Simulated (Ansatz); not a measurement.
# AlN: Born charges and dielectric tensor with PBEsol

Crystal: AlN.

```
Al N
1.0
     0.00000    2.18399    2.18399
     2.18399    0.00000    2.18399
     2.18399    2.18399    0.00000
Al N
1 1
Direct
  0.00000 0.00000 0.00000
  0.25000 0.25000 0.25000
```

Measurements of this composition are mostly on another form, of space group No. 186.

| Quantity | Value |
| --- | --- |
| Program | Ansatz 0.2.0 |
| Task | Born charges and dielectric tensor |
| Functional | PBEsol |
| Potentials or basis | all-electron PAW datasets made for the crystal |
| Cutoff | 400 eV (chosen from the basis error) |
| k mesh | 10 × 10 × 10 |
| Occupations | fixed |
| Spin | no spin polarisation |

| Property | Result |
| --- | --- |
| Band gap on the k mesh | 3.19 eV, indirect (least direct gap 4.13 eV) |
| Electronic dielectric tensor (diagonal) | 4.67 |
| Born charges (mean of the diagonal) | Al +2.55; N -2.55 e |

Levels at points of the mesh, in eV from the valence-band top:
```
             k point  band 1  band 2  band 3  band 4  band 5  band 6  band 7  band 8
  (0.00, 0.00, 0.00)  -14.96    0.00    0.00    0.00    4.13   12.45   12.45   12.45
 (0.00, 0.00, -0.50)  -12.87   -5.92   -0.48   -0.48    7.28    9.77   11.03   11.03
(0.00, -0.50, -0.50)  -12.23   -4.95   -1.79   -1.79    3.19    8.48   13.86   15.62
 (-0.50, 0.00, 0.00)  -12.87   -5.92   -0.48   -0.48    7.28    9.77   11.03   11.03
(-0.50, 0.00, -0.50)  -12.23   -4.95   -1.79   -1.79    3.19    8.48   13.86   15.62
```

Electronic dielectric tensor:
```
4.67 0.00 0.00
0.00 4.67 0.00
0.00 0.00 4.67
```

Born effective charge tensors (e):
atom 1, Al
```
2.55 0.00 0.00
0.00 2.55 0.00
0.00 0.00 2.55
```
atom 2, N
```
-2.55  0.00  0.00
 0.00 -2.55  0.00
 0.00  0.00 -2.55
```

Wall time 2.6 min on 1 thread of Intel(R) Xeon(R) Processor @ 2.50GHz (Skylake/Cascade Lake), on a shared host, peak memory 0.97 GiB.

Caveat: the program warned that the printed levels may be off, so bands, gaps and densities of states are rough. A k mesh can miss the band edges.
